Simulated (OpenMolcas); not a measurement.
# doublet C3H6O+ at 6 levels

We compute a comparison of 6 runs (UHF/cc-pVDZ, UB3LYP/6-31G*, USVWN5/cc-pVDZ, ROMP2/cc-pVDZ, ROCCSD(T)/cc-pVDZ) of doublet C3H6O+. 

The calculation is run with OpenMolcas 26.06.

## (1) Starting point

C3H6O+ has 10 atoms, charge +1, and is taken as a doublet. As SMILES of the parent species, `CCC=O`. The coordinates come from a PBE0-D4/def2-TZVP relaxation. That shape belongs to the parent species and isn't relaxed for this state.

Bond lengths: C1–C2 1.524 Å, C2–C3 1.499 Å, C3–O4 1.200 Å, C1–H5 1.091 Å, C1–H6 1.093 Å, C1–H7 1.092 Å, C2–H8 1.091 Å, C2–H9 1.098 Å, C3–H10 1.115 Å. Some angles: C1–C2–C3 111.5°, C2–C3–O4 125.2°, C1–C2–H8 112.1°, C1–C2–H9 109.4°, C3–C2–H8 108.7°, C3–C2–H9 106.9°, C2–C1–H5 110.8°, C2–C1–H6 111.3°, C2–C1–H7 111.1°, C2–C3–H10 114.5°.

## (2) A single-point energy at UHF/cc-pVDZ (run 1)

test.input

```
>>> EXPORT MOLCAS_PRINT=2

&GATEWAY
 BASLIB = $CurrDir
 COORD
 10
 angstrom
 C       -0.707700       0.551310       0.734520
 C        0.009990      -0.611320       0.059310
 C        0.904630      -0.138160      -1.046290
 O        0.876860      -0.536860      -2.177460
 H       -1.291210       0.203260       1.587990
 H        0.002580       1.297550       1.100060
 H       -1.389300       1.048470       0.041120
 H       -0.687970      -1.346680      -0.344940
 H        0.650120      -1.119310       0.792320
 H        1.632020       0.651720      -0.746620
 BASIS = cc-pVDZ
 GROUP = NoSym

&SEWARD

&SCF
 UHF
 CHARGE = 1
 SPIN = 2
 THRESHOLDS = 1e-10 1e-07 1e-07 1e-05
 PRORBITALS = 0
```

The basis set cc-pVDZ is read from a file made from the Basis Set Exchange's data (not shown).

The run is started by

```console
$ export MOLCAS_MEM=1860
$ pymolcas test.input > test.log
```

Log:

```text
--- Start Module: gateway ---
[...]
--- Stop Module: gateway /rc=_RC_ALL_IS_WELL_ ---
--- Start Module: seward ---
[...]
      Basis functions           86
--- Stop Module: seward /rc=_RC_ALL_IS_WELL_ ---
[...]
--- Start Module: scf ---
[...]
       Convergence after  28 Iterations
[...]
::    Total SCF energy                               -191.6490404517
[...]
      Total spin, S                                     0.5134762829
[...]
      Total electronic charge=   31.000000
      Total            charge=    1.000000
[...]
      Dipole Moment (debye):
      Origin of the operator (angstrom)=    0.2656   -0.1762   -0.6101
                   X=  1.5868E+00               Y=  4.4533E-01               Z=  5.2719E-01           Total=  1.7304E+00
      Center of Charge (angstrom)
[...]
--- Stop Module: scf /rc=_RC_ALL_IS_WELL_ ---
[...]
```

Run time: 11 s. Hardware: 1 thread of Arm Neoverse V1, shared host; peak memory 0.47 GiB.

## (3) A single-point energy at UB3LYP/6-31G(d) (spherical functions) (run 2)

mol.inp

```
* C3H6O Kohn-Sham DFT

&GATEWAY
  BasLib
  $CurrDir
  Coord
  10
  bohr
  C     -1.33735918     1.04182491     1.38804163
  C      0.01887836    -1.15522737     0.11207966
  C      1.70950294    -0.26108456    -1.97720155
  O      1.65702525    -1.01451837    -4.11480305
  H     -2.44003327     0.38410573     3.00086619
  H      0.00487549     2.45201413     2.07881212
  H     -2.62539650     1.98132115     0.07770554
  H     -1.30007488    -2.54485638    -0.65184213
  H      1.22854875    -2.11518935     1.49726780
  H      3.08407083     1.23157231    -1.41090732
  Basis
  6-31Gs
  Group
  NoSym

&SEWARD
  GridInput
  Grid=UltraFine
  End of Grid

&SCF
  UHF
  Charge
  1
  Spin
  2
  KSDFT
  B3LYP
  Thresholds
  1e-10 1e-07 1e-07 1e-05
  PrOrbitals
  1 2
```

The basis set 6-31G* is read from a file made from the Basis Set Exchange's data (not shown).

The run is started by

```console
$ export MOLCAS_MEM=1860
$ pymolcas mol.inp > mol.log
```

Log:

```text
--- Start Module: gateway ---
[...]
--- Stop Module: gateway /rc=_RC_ALL_IS_WELL_ ---
--- Start Module: seward ---
[...]
      Basis functions           68
--- Stop Module: seward /rc=_RC_ALL_IS_WELL_ ---
[...]
--- Start Module: scf ---
[...]
       Convergence after  20 Iterations
[...]
::    Total KS-DFT energy                            -192.7824331918
[...]
      Total spin, S                                     0.5031881073
[...]
      Total electronic charge=   31.000000
      Total            charge=    1.000000
[...]
      Dipole Moment (debye):
      Origin of the operator (angstrom)=    0.2656   -0.1762   -0.6101
                   X=  1.1040E+00               Y=  4.8984E-01               Z=  1.2665E+00           Total=  1.7501E+00
      Center of Charge (angstrom)
[...]
--- Stop Module: scf /rc=_RC_ALL_IS_WELL_ ---
[...]
```

Run time: 49 s. Hardware: 1 thread of Arm Neoverse V1, shared host; peak memory 0.41 GiB.

Runs 3 to 4 aren't shown in full; the table further down has their settings and results.

## (4) A single-point energy at ROMP2/cc-pVDZ (run 5)

job.input

```
* C3H6O ROMP2
&GATEWAY
BasLib
$CurrDir
Coord
10
angstrom
C       -0.707700       0.551310       0.734520
C        0.009990      -0.611320       0.059310
C        0.904630      -0.138160      -1.046290
O        0.876860      -0.536860      -2.177460
H       -1.291210       0.203260       1.587990
H        0.002580       1.297550       1.100060
H       -1.389300       1.048470       0.041120
H       -0.687970      -1.346680      -0.344940
H        0.650120      -1.119310       0.792320
H        1.632020       0.651720      -0.746620
Basis
cc-pVDZ
Group
NoSym
&SEWARD
&SCF
UHF
Charge
1
Spin
2
Thresholds
1e-10 1e-07 1e-07 1e-05
PrOrbitals
1 1
&RASSCF
FileOrb
$Project.UnaOrb
Spin
2
Nactel
1 0 0
Inactive
15
Ras2
1
OutOrbitals
Canonical
OrbListing
Few
&CASPT2
IPEA
0.0
Frozen
4
```

The basis set cc-pVDZ is read from a file made from the Basis Set Exchange's data (not shown).

The run is started by

```console
$ export MOLCAS_MEM=1860
$ pymolcas job.input > job.log
```

Log:

```text
--- Start Module: gateway ---
[...]
--- Stop Module: gateway /rc=_RC_ALL_IS_WELL_ ---
[...]
      Basis functions           86
[...]
       Convergence after  28 Iterations
[...]
::    Total SCF energy                               -191.6490404517
[...]
      Total spin, S                                     0.5134762829
[...]
--- Start Module: rasscf ---
[...]
      Number of active orbitals                  1
[...]
      Spin quantum number                      0.5
[...]
      Active orbitals                            1
[...]
      Number of CSFs                             1
[...]
      Number of root(s) required                 1
[...]
      Convergence after 10 iterations
[...]
      printout of CI-coefficients larger than  0.05 for root  1
      energy=    -191.641799
      conf/sym  1     Coeff  Weight
             1  u   1.00000 1.00000
      Natural orbitals and occupation numbers for root  1
      sym 1:   1.000000
      ************************************************************************************************************************
      *                                                    Final results                                                     *
[...]
::    RASSCF root number  1 Total energy:   -191.64179917
[...]
      Total electronic charge=   31.000000
      Total            charge=    1.000000
[...]
      Dipole Moment (debye):
      Origin of the operator (angstrom)=    0.2656   -0.1762   -0.6101
                   X=  1.5951E+00               Y=  4.4794E-01               Z=  5.2002E-01           Total=  1.7365E+00
      Center of Charge (angstrom)
[...]
--- Stop Module: rasscf /rc=_RC_ALL_IS_WELL_ ---
[...]
--- Start Module: caspt2 ---
[...]
 ###    WARNING: User changed nr of frozen orbitals.                         ###
 ###############################################################################
[...]
      E2 (Variational):          -0.5609177303
      Total energy:            -192.2027169037
[...]
      Reference weight:           0.84389
[...]
::    CASPT2 Root  1     Total energy:   -192.20271690
[...]
--- Stop Module: caspt2 /rc=_RC_ALL_IS_WELL_ ---
[...]
```

Wall time 16 s (1 thread of Arm Neoverse V1, shared host); peak memory 0.47 GiB.

## (5) The energy at ROCCSD(T)/cc-pVDZ (run 6)

mol.xyz

```xyz
10

C     -0.707700     0.551310     0.734520
C      0.009990    -0.611320     0.059310
C      0.904630    -0.138160    -1.046290
O      0.876860    -0.536860    -2.177460
H     -1.291210     0.203260     1.587990
H      0.002580     1.297550     1.100060
H     -1.389300     1.048470     0.041120
H     -0.687970    -1.346680    -0.344940
H      0.650120    -1.119310     0.792320
H      1.632020     0.651720    -0.746620
```

calc.inp

```
>>> EXPORT MOLCAS_PRINT=2

&GATEWAY
 BasLib = $CurrDir
 Coord = mol.xyz
 Basis = cc-pVDZ
 Group = NoSym

&SEWARD

&SCF
 UHF
 Charge = 1
 Spin = 2
 Thresholds = 1e-10 1e-07 1e-07 1e-05
 PrOrbitals = 1

&RASSCF
 FileOrb = $Project.UnaOrb
 Spin = 2
 Nactel = 1 0 0
 Inactive = 15
 Ras2 = 1
 OutOrbitals = Canonical
 OrbListing = Few

&MOTRA
 JobIph
 Frozen = 4

&CCSDT
 CCT
 Triples = 3
 Iterations = 80
 Accuracy = 1e-08
 Extrapolation = 5 4
```

The basis set cc-pVDZ is read from a file made from the Basis Set Exchange's data (not shown).

The run is started by

```console
$ export MOLCAS_MEM=1860
$ pymolcas calc.inp > calc.log
```

Log:

```text
--- Start Module: gateway ---
[...]
--- Stop Module: gateway /rc=_RC_ALL_IS_WELL_ ---
[...]
      Basis functions           86
[...]
       Convergence after  28 Iterations
[...]
::    Total SCF energy                               -191.6490404517
[...]
      Total spin, S                                     0.5134762829
[...]
      Number of active orbitals                  1
[...]
      Spin quantum number                      0.5
[...]
      Active orbitals                            1
[...]
      Number of CSFs                             1
[...]
      Number of root(s) required                 1
[...]
      Convergence after 10 iterations
[...]
      printout of CI-coefficients larger than  0.05 for root  1
      energy=    -191.641799
      conf/sym  1     Coeff  Weight
             1  u   1.00000 1.00000
      Natural orbitals and occupation numbers for root  1
      sym 1:   1.000000
      ************************************************************************************************************************
      *                                                    Final results                                                     *
[...]
::    RASSCF root number  1 Total energy:   -191.64179917
[...]
      Total electronic charge=   31.000000
      Total            charge=    1.000000
[...]
      Dipole Moment (debye):
      Origin of the operator (angstrom)=    0.2656   -0.1762   -0.6101
                   X=  1.5951E+00               Y=  4.4794E-01               Z=  5.2002E-01           Total=  1.7365E+00
      Center of Charge (angstrom)
[...]
--- Start Module: motra ---
[...]
      *** WARNING: Default frozen orbitals is overwritten by user input.
      *** Default values:   4
[...]
--- Stop Module: motra /rc=_RC_ALL_IS_WELL_ ---
[...]
--- Start Module: ccsdt ---
[...]
      Convergence after                    23  Iterations
      Total energy (diff) :    -192.25177396       0.00000000
[...]
 METHOD                       : CCSD+T(CCSD)+<T3(1)WT1>+<T3(1)UT2> = CCSD(T)
[...]
       CCSD     =      -192.2517739642443
[...]
--- Stop Module: ccsdt /rc=_RC_ALL_IS_WELL_ ---
[...]
```

Wall time 83 s (1 thread of Arm Neoverse V1, shared host); peak memory 0.47 GiB.

## (6) Overview of the runs

| run | level | integration grid | Cartesian functions | energy (Eh) | HOMO energy (eV) | LUMO energy (eV) | ⟨S²⟩ | wall time |
| --- | --- | --- | --- | --- | --- | --- | --- | --- |
| 1 | UHF/cc-pVDZ | – | no | -191.649040 | -19.27 | -6.04 | 0.777 | 11 s |
| 2 | UB3LYP/6-31G* (spherical functions) | UltraFine | no | -192.782433 | -15.59 | -12.57 | 0.756 | 49 s |
| 3 | UB3LYP/6-31G* (Cartesian functions) | UltraFine | yes | -192.785724 | -15.59 | -12.58 | 0.756 | 57 s |
| 4 | USVWN5/cc-pVDZ | UltraFine | no | -191.133243 | -14.43 | -13.50 | 0.753 | 61 s |
| 5 | ROMP2/cc-pVDZ | – | no | -192.202717 | – | – | – | 16 s |
| 6 | ROCCSD(T)/cc-pVDZ | – | no | -192.271176 | – | – | – | 83 s |

## (7) Outcome

| quantity | value |
| --- | --- |
| run 6: total energy | -192.27118 Eh |
| run 6: (T) correction | -19.40 mEh |

**Reading.** Totals of different functionals can't be ranked against each other. All runs together took 4.6 min, the longest 83 s.
